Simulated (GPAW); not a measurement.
## CdSe: relaxation of cell and atoms with PBEsol

Crystal: CdSe.

```
Cd Se
1.0
     0.00000    3.07027    3.07027
     3.07027    0.00000    3.07027
     3.07027    3.07027    0.00000
Cd Se
1 1
Direct
  0.00000 0.00000 0.00000
  0.25000 0.25000 0.25000
```

Measurements of this composition are mostly on another form, of space group No. 186.

```
Program             : GPAW 26.7.0
Task                : relaxation of cell and atoms
Functional          : PBEsol
Potentials or basis : PAW data sets generated in the run's folder for this functional
Cutoff              : 600 eV
Basis               : pw
k mesh              : 8 × 8 × 8
Occupations         : fermi-dirac, width 0.05 eV
Spin                : no spin polarisation
Target pressure     : 30 GPa
Maxiter             : 150
Optimizer           : BFGS
Fmax                : 0.02 eV/Å
Max steps           : 60
Target pressure     : 30 GPa
Convergence         : density=1e-05 forces=0.0001
```

The relaxed volume is 21.01 Å³/atom. The relaxed cell is a = 3.902 Å, b = 3.902 Å, c = 3.902 Å, α = 60.00°, β = 60.00°, γ = 60.00°, the space group after relaxing (to 0.05 Å) is F-43m (No. 216) and the energy change on relaxing (the enthalpy is what falls) is +494.4 meV/atom. The ionic steps are 5, the pressure after relaxing is 29.9 GPa and the band gap on the k mesh is 0.97 eV, direct.

Step by step:
| step | energy change (eV) | largest force (eV/Å) | pressure (GPa) | volume (Å³) |
| --- | --- | --- | --- | --- |
| 1 | 0.0000 | 0.0000 | -1.59 | 57.88 |
| 2 | 0.0720 | 0.0000 | 5.86 | 51.22 |
| 3 | 1.5037 | 0.0000 | 41.03 | 39.68 |
| 4 | 0.9161 | 0.0000 | 28.30 | 42.42 |
| 5 | 0.9887 | 0.0000 | 29.91 | 42.02 |

Final structure:
```cif
data_structure
_symmetry_space_group_name_H-M 'P 1'
_symmetry_Int_Tables_number 1
_cell_length_a 3.9022
_cell_length_b 3.9022
_cell_length_c 3.9022
_cell_angle_alpha 60.000
_cell_angle_beta 60.000
_cell_angle_gamma 60.000
_cell_volume 42.02
loop_
_atom_site_label
_atom_site_type_symbol
_atom_site_fract_x
_atom_site_fract_y
_atom_site_fract_z
_atom_site_occupancy
Cd1 Cd 0.00000 0.00000 0.00000 1
Se1 Se 0.25000 0.25000 0.25000 1
```

Levels at points of the mesh, in eV from the valence-band top:
| k point | band 7 | band 8 | band 9 | band 10 | band 11 | band 12 |
| --- | --- | --- | --- | --- | --- | --- |
| (0.00, 0.00, 0.00) | 0.00 | 0.00 | 0.00 | 0.97 | 5.62 | 5.62 |
| (0.50, 0.50, 0.00) | -5.67 | -3.16 | -3.16 | 2.30 | 3.60 | 10.54 |
| (0.50, 0.50, 0.50) | -6.59 | -1.31 | -1.31 | 2.49 | 6.24 | 6.24 |

Run time: 98 s on 1 thread of Intel(R) Xeon(R) Platinum 8375C CPU @ 2.90GHz (Ice Lake) (shared host), peak memory 0.23 GiB.

Caveat: later steps reuse the first step's grids; the volume moved by over 15 % at a fixed basis, so the end points are rough. As with any semilocal functional, this PBEsol gap is likely too small.
